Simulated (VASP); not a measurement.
# NbP (I4_1md) in VASP: further runs, part 2 of 2

VASP 6.6.1. The steps go on from the part before.

## Step 3: Relaxation of cell and atoms, PBE

This run uses another cell than the first one, of 15.97 Å³/atom, 0.992 times its volume.

The input, INCAR:

```
  PREC = Accurate
  ENCUT = 520
  EDIFF = 1E-7
  ISMEAR = 0
  SIGMA = 0.1
  LREAL = False
  LASPH = True
  NELM = 80
  ALGO = Normal
  ISIF = 3
  LWAVE = False
  LCHARG = False
  GGA = PE
  IBRION = 2
  NSW = 80
  EDIFFG = -0.002
  AMIX = 0.2
```

The input, KPOINTS:

```
Automatic mesh
0
Gamma
  18 18 18
```

The input, POSCAR:

```
NbP                                     
1.0
   -1.6724203157      1.6724203157      5.7093745611
    1.6724203157     -1.6724203157      5.7093745611
    1.6724203157      1.6724203157     -5.7093745611
  Nb              P             
     2     2
Direct
     0.7500328075022898    0.7500328075022898    0.0000000000000000
     0.5000328075022897    0.0000328075022900    0.5000000000000000
     0.3325957624977073    0.3325957624977073    0.0000000000000000
     0.0825957724977082    0.5825957724977081    0.5000000000000000
```

Potentials or basis: VASP PAW PBE potentials, release 64 (Nb_sv, P).

On the command line:

```console
> cat potpaw_PBE.64/Nb_sv/POTCAR potpaw_PBE.64/P/POTCAR > POTCAR
> mpirun -np 1 vasp_std > vasp.out
```

OUTCAR:

```text
PREC = Accurate
   ENCUT = 520
   EDIFF = 1E-7
   ISMEAR = 0
   LREAL = False
   LASPH = True
   NELM = 80
   ISIF = 3
   GGA = PE
   IBRION = 2
   NSW = 80
   EDIFFG = -0.002
   AMIX = 0.2

 ion  position               nearest neighbor table
   1  0.750  0.750  0.000-   4 2.54   4 2.54   3 2.55   3 2.55   3 2.55   3 2.55
   2  0.500  0.000  0.500-   3 2.54   3 2.54   4 2.55   4 2.55   4 2.55   4 2.55
   3  0.333  0.333  0.000-   2 2.54   2 2.54   1 2.55   1 2.55   1 2.55   1 2.55
   4  0.083  0.583  0.500-   1 2.54   1 2.54   2 2.55   2 2.55   2 2.55   2 2.55

  LATTYP: Found a body centered tetragonal cell.
 ALAT       =     3.3448406314
 C/A-ratio  =     3.4138395160

  Lattice vectors:

 A1 = (  -1.6724203157,   1.6724203157,   5.7093745611)
 A2 = (   1.6724203157,  -1.6724203157,   5.7093745611)
 A3 = (   1.6724203157,   1.6724203157,  -5.7093745611)

Analysis of symmetry for initial positions (statically):
=====================================================================
 Subroutine PRICEL returns:
 Original cell was already a primitive cell.

 Routine SETGRP: Setting up the symmetry group for a
 body centered tetragonal supercell.

 Subroutine GETGRP returns: Found  8 space group operations
 (whereof  4 operations were pure point group operations)
 out of a pool of 16 trial point group operations.

The static configuration has the point symmetry C_2v.
 The point group associated with its full space group is C_4v.

Analysis of symmetry for dynamics (positions and initial velocities):
=====================================================================
 Subroutine PRICEL returns:
 Original cell was already a primitive cell.

 Routine SETGRP: Setting up the symmetry group for a
 body centered tetragonal supercell.

 Subroutine GETGRP returns: Found  8 space group operations
 (whereof  4 operations were pure point group operations)
 out of a pool of 16 trial point group operations.

The dynamic configuration has the point symmetry C_2v.
 The point group associated with its full space group is C_4v.

 Subroutine INISYM returns: Found  8 space group operations
 (whereof  4 operations are pure point group operations),
 and found     1 'primitive' translations

----------------------------------------------------------------------------------------

                                     Primitive cell

  volume of cell :      63.8762

  direct lattice vectors                    reciprocal lattice vectors
    -1.672420316  1.672420316  5.709374561     0.000000000  0.298967906  0.087575267
     1.672420316 -1.672420316  5.709374561     0.298967906  0.000000000  0.087575267
     1.672420316  1.672420316 -5.709374561     0.298967906  0.298967906  0.000000000

  length of vectors
     6.179881658  6.179881658  6.179881658     0.311530474  0.311530474  0.422804468

  position of ions in fractional coordinates (direct lattice)
     0.750032808  0.750032808  0.000000000
     0.500032808  0.000032808  0.500000000
     0.332595762  0.332595762  0.000000000
     0.082595772  0.582595772  0.500000000

  ion indices of the primitive-cell ions
   primitive index   ion index
                 1           1
                 2           2
                 3           3
                 4           4

[... 25 lines left out ...]

 Following reciprocal coordinates:
            Coordinates               Weight
  0.000000  0.000000  0.000000      1.000000
  0.055556  0.000000 -0.000000      8.000000
  0.111111  0.000000 -0.000000      8.000000
  0.166667  0.000000 -0.000000      8.000000
  0.222222  0.000000 -0.000000      8.000000
  0.277778  0.000000 -0.000000      8.000000
[... 16 lines left out ...]
 -0.277778  0.055556 -0.000000     16.000000
 -0.222222  0.055556  0.000000     16.000000
 [... further k-points ...]
   k-points           NKPTS =    480   k-points in BZ     NKDIM =    480   number of bands    NBANDS=     22
   number of dos      NEDOS =    301   number of ions     NIONS =      4
   total plane-waves  NPLWV = 110592
   dimension x,y,z NGX =    48 NGY =   48 NGZ =   48
   dimension x,y,z NGXF=    96 NGYF=   96 NGZF=   96
   ions per type =               2   2
   NGX,Y,Z   is equivalent  to a cutoff of  12.91, 12.91, 12.91 a.u.
   NGXF,Y,Z  is equivalent  to a cutoff of  25.83, 25.83, 25.83 a.u.
 SYSTEM =  unknown system
   PREC   = accura    normal or accurate (medium, high low for compatibility)
   ISTART =      0    job   : 0-new  1-cont  2-samecut
   ICHARG =      2    charge: 1-file 2-atom 10-const
   ISPIN  =      1    spin polarized calculation?
   LNONCOLLINEAR =      F non collinear calculations
   LSORBIT =      F    spin-orbit coupling
   LASPH  =      T    aspherical Exc in radial PAW
   ENCUT  =  520.0 eV  38.22 Ry    6.18 a.u.  11.49 11.49 11.49*2*pi/ulx,y,z
   NELM   =     80;   NELMIN=  2; NELMDL= -5     # of ELM steps
   EDIFF  = 0.1E-06   stopping-criterion for ELM
   LREAL  =      F    real-space projection
   EDIFFG = -.2E-02   stopping-criterion for IOM
   NSW    =     80    number of steps for IOM
   IBRION =      2    ionic relax: 0-MD 1-quasi-New 2-CG
   NFREE  =      1    steps in history (QN), initial steepest desc. (CG)
   ISIF   =      3    stress and relaxation
   ISYM   =      2    0-nonsym 1-usesym 2-fastsym
   POTIM  = 0.5000    time-step for ionic-motion
   TEBEG  =    0.0;   TEEND  =   0.0 temperature during run
   PSTRESS=    0.0 pullay stress
   NELECT =      36.0000    total number of electrons
   NUPDOWN=      -1.0000    fix difference up-down
   EMIN   =  10.00;   EMAX   =-10.00  energy-range for DOS
   EFERMI =   0.00;   METHOD = LEGACY
   ISMEAR =     0;   SIGMA  =   0.10  broadening in eV -4-tet -1-fermi 0-gaus
   EFERMI_NEDOS =   21; number of points for ismear=-14 and -15
   IALGO  =     38    algorithm
   IMIX   =      4    mixing-type and parameters
     AMIX     =   0.20;   BMIX     =  1.00
     AMIX_MAG =   0.80;   BMIX_MAG =  1.00
  volume/ion in A,a.u.               =      15.97       107.76
  Fermi-wavevector in a.u.,A,eV,Ry     =   1.352267  2.555415 24.879977  1.828627
  Thomas-Fermi vector in A             =   2.479620
   LORBIT       =      0    0 simple, 1 ext, 2 COOP (PROOUT), +10 PAW based schemes
   GGA     = PE    functional components
   LHFCALC =     F    Hartree Fock is set to
   AEXX    =    0.0000 exact exchange contribution
   IVDW    =     0    specifies the selected vdW correction
   LEPSILON=     F    determine dielectric tensor
   LRPA    =     F    only Hartree local field effects (RPA)
 conjugate gradient relaxation of ions
 non-spin polarized calculation
 Gauss-broadening in eV      SIGMA  =   0.10
  energy-cutoff  :      520.00
  volume of cell :       63.88
 maximum number of plane-waves:      1741
 NGX is ok and might be reduce to    48
   NGX = 23   NGY = 23   NGZ = 23

 number of electron      36.0000000 magnetization

 Free energy of the ion-electron system (eV)
  ---------------------------------------------------
  ext. energy  EPLUGINS =         0.00000000
  ---------------------------------------------------
  free energy    TOTEN  =       -35.32157449 eV

  energy without entropy =      -35.31959621  energy(sigma->0) =      -35.32058535

 E-fermi :  10.6740     XC(G=0): -12.0298

 val. band max:       10.6523939762   @ k =  -0.1667  -0.4444   0.1667
 cond. band min:      10.6778331244   @ k =  -0.0556  -0.4444   0.0556
 fundamental gap:      0.0254391482
 Fermi energy:        10.6740154921

 k-point     1 :       0.0000    0.0000    0.0000
  band No.  band energies     occupation
      1     -44.2545      2.00000
      2     -44.2155      2.00000
      3     -20.5252      2.00000
      4     -20.3197      2.00000
      5     -20.3197      2.00000
      6     -20.1750      2.00000
[... 589 lines left out ...]
     21      12.5139      0.00000
     22      13.4453      0.00000

 [... further k-points ...]
[... 5 lines left out ...]
  --------------------------------------------------------------------------------------
  -------------------------------------------------------------------------------------
  Total       -0.0001708     -0.0001708     -0.0011220      0.0000000      0.0000000      0.0000000
  in kB       -0.0042837     -0.0042837     -0.0281416      0.0000000      0.0000000      0.0000000
  external PRESSURE =      -0.0122363 kB  Pullay stress =       0.0000000 kB

 VOLUME and BASIS-vectors are now :
 -----------------------------------------------------------------------------
  energy-cutoff  :      520.00
  volume of cell :       63.88
      direct lattice vectors                 reciprocal lattice vectors
    -1.672420316  1.672420316  5.709374561     0.000000000  0.298967906  0.087575267
     1.672420316 -1.672420316  5.709374561     0.298967906  0.000000000  0.087575267
     1.672420316  1.672420316 -5.709374561     0.298967906  0.298967906  0.000000000

 POSITION                                       TOTAL-FORCE (eV/Angst)
 -----------------------------------------------------------------------------------
      0.00000      0.00000      8.56444         0.000000      0.000000      0.000038
      0.00000      1.67242      0.00037        -0.000000     -0.000000      0.000038
      0.00000      0.00000      3.79783        -0.000000     -0.000000     -0.000038
      1.67242      0.00000      0.94314        -0.000000     -0.000000     -0.000038
 -----------------------------------------------------------------------------------
    total drift:                                0.000000      0.000000      0.000158

  FREE ENERGIE OF THE ION-ELECTRON SYSTEM (eV)
  ---------------------------------------------------
  free  energy   TOTEN  =       -35.3215744911 eV

  energy  without entropy=      -35.3195962145  energy(sigma->0) =      -35.32058535

 reached required accuracy - stopping structural energy minimisation
```

Run time: 30 min. Hardware: 1 thread of AMD EPYC 7R13 (Zen 3), shared host; peak memory 0.74 GiB.

Results:

| Property | Result |
| --- | --- |
| Free energy | -35.3216 eV |
| Pressure after relaxing | 0.0 GPa |
| Band gap on the k mesh | none (metal or under the smearing width) |

Final structure:
```
Nb P
1.0
    -1.67242    1.67242    5.70937
     1.67242   -1.67242    5.70937
     1.67242    1.67242   -5.70937
Nb P
2 2
Direct
  0.75003 0.75003 0.00000
  0.50003 0.00003 0.50000
  0.33260 0.33260 0.00000
  0.08260 0.58260 0.50000
```

Levels at points of the mesh, in eV from the Fermi level:
```csv
k point,band 14,band 15,band 16,band 17,band 18,band 19,band 20,band 21,band 22
"(0.00, 0.00, 0.00)",-2.25,-2.14,-1.71,-1.37,-1.37,0.82,1.60,2.69,3.15
"(0.50, 0.00, 0.00)",-3.24,-2.34,-1.87,-1.51,-0.11,0.07,1.32,2.47,2.65
"(0.50, 0.50, 0.00)",-4.65,-2.85,-2.85,-0.44,-0.44,2.98,2.98,3.09,3.09
"(0.50, 0.50, 0.50)",-2.72,-2.69,-2.69,-0.54,-0.54,1.18,1.18,2.33,2.33
```

Caveat: the relaxation stopped at its first step, so nothing moved.
